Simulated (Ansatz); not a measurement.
## BN (h-MgO type): zone-centre phonons and dielectric response

Perturbation theory with PBEsol in the PAW code Ansatz on the PBEsol cell, ground state and force constants on a 9×9×4 mesh. Spin-unpolarised throughout. Whether this structure exists isn't addressed.

The symmetry is P6_3/mmc (No. 194, hexagonal); a = 2.504 Å, c = 7.070 Å in the conventional setting, 9.60 Å³ an atom. B has 3 N at 1.45 Å; N has 3 B at 1.45 Å.

```xyz
4
Lattice="2.5043 0.0000 0.0000 -1.2521 2.1688 0.0000 0.0000 0.0000 7.0703" Properties=species:S:1:pos:R:3 pbc="T T T"
B     0.0000    1.4458    1.7676
B     1.2521    0.7229    5.3027
N     1.2521    0.7229    1.7676
N     0.0000    1.4458    5.3027
```

Optical modes without the longitudinal term:
```
ω (cm⁻¹)  degeneracy  IR intensity, summed over the level ((D/Å)²/amu)
      33           2                                              0.00
      60           1                                              0.00
     755           1                                              3.07
     794           1                                              0.00
    1362           2                                              0.00
    1362           2                                            111.08
```

The zone-centre optical frequencies run from 33 to 1362 cm⁻¹, none imaginary (the rest of the zone wasn't tested). With the long-range field the highest mode reaches 1590 cm⁻¹. Of the real levels 2 are infrared active, the strongest at 1362 cm⁻¹.

The electronic dielectric tensor ε∞ is 4.59 along x and y, 2.48 along z. With the ions relaxed, ε⁰ is 6.3 along x and y, 2.8 along z. Born charges, averaged over directions: B +2.02, N -2.02 e.

For comparison, on the r2SCAN cell the mean ε∞ is 3.70 with r2SCAN (ground state on 9×9×4; least gap 4.89 eV), 3.92 with PBE (ground state on 9×9×4; least gap 4.33 eV).
